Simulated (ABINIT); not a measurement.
Planning a run of ABINIT 10.8.3 on GaN (P6_3mc). The input:

```
acell 3*1.0 Angstrom
rprim 
  3.190000000016 -0.000000000004 0.000000000000
  -1.595000000005 2.762621038088 0.000000000000
  0.000000000000 0.000000000000 5.189000000000
ntypat 2
znucl 31 7
natom 4
typat 1 1 2 2
xred 
  0.666666666667 0.333333333333 0.000000000000
  0.333333333333 0.666666666667 0.500000000000
  0.666666666667 0.333333333333 0.375000000000
  0.333333333333 0.666666666667 0.875000000000
pp_dirpath "pseudos"
pseudos "Ga.upf, N.upf"
ecut 45
nspinor 2
iscf -2
irdden 1
kptopt 0
nkpt 39
kpt 
  0.00000000 0.00000000 0.00000000
  0.12500000 0.00000000 0.00000000
  0.25000000 0.00000000 0.00000000
  0.37500000 0.00000000 0.00000000
  0.50000000 0.00000000 0.00000000
  0.45833333 0.08333333 0.00000000
  0.41666666 0.16666666 0.00000000
  0.37500000 0.25000000 0.00000000
  0.33333333 0.33333333 0.00000000
  0.25000000 0.25000000 0.00000000
  0.16666666 0.16666666 0.00000000
  0.08333333 0.08333333 0.00000000
  0.00000000 0.00000000 0.00000000
  0.00000000 0.00000000 0.12500000
  0.00000000 0.00000000 0.25000000
  0.00000000 0.00000000 0.37500000
  0.00000000 0.00000000 0.50000000
  0.12500000 0.00000000 0.50000000
  0.25000000 0.00000000 0.50000000
  0.37500000 0.00000000 0.50000000
  0.50000000 0.00000000 0.50000000
  0.45833333 0.08333333 0.50000000
  0.41666666 0.16666666 0.50000000
  0.37500000 0.25000000 0.50000000
  0.33333333 0.33333333 0.50000000
  0.25000000 0.25000000 0.50000000
  0.16666666 0.16666666 0.50000000
  0.08333333 0.08333333 0.50000000
  0.00000000 0.00000000 0.50000000
  0.50000000 0.00000000 0.50000000
  0.50000000 0.00000000 0.37500000
  0.50000000 0.00000000 0.25000000
  0.50000000 0.00000000 0.12500000
  0.50000000 0.00000000 0.00000000
  0.33333333 0.33333333 0.50000000
  0.33333333 0.33333333 0.37500000
  0.33333333 0.33333333 0.25000000
  0.33333333 0.33333333 0.12500000
  0.33333333 0.33333333 0.00000000
istwfk *1
nband 68
nbdbuf 6
tolwfr 1e-08
nstep 40
prtwf 0
prtvol 0
indata_prefix "in"
outdata_prefix "out"
tmpdata_prefix "tmp"
```

The database entry behind the starting cell has ideal inner coordinates that were not refined, so it need not match the best structure at ambient conditions.

```sh
OMP_NUM_THREADS=1 mpirun -n 8 abinit run.abi > log
```

Question: Estimate wall time and host memory on 8 MPI ranks of AMD EPYC (Zen 3), shared host.

It took 2.6 min; on shared hardware allow 78 s to 5.2 min. Peak host memory was 0.99 GiB.

[Paths, hosts, dates, memory and timing lines, banners, echoed tables and standing remarks are left out of the program output.]

[Logs are printed without paths, hosts, clocks, repeated set-up lines and the standing remarks that a program may print on its own settings, such as how far it seeks lower states.]

[Runs of the session that timed out or met a known fault of the program may be left out.]

[Hosts, paths, dates, database ids (printed as entryN), source tags and the programs' standing remarks are cut or masked in the printed files.]

[G0W0 gaps are taken among the corrected bands and points alone; a level outside them can change the order at an edge.]

[Where Ansatz stands beside ABINIT at settings called matched, ABINIT's density can come from a denser mesh and the files from another edition; pairs whose starting gaps differed by over 0.03 eV were left out, so agreement reads better than it is.]
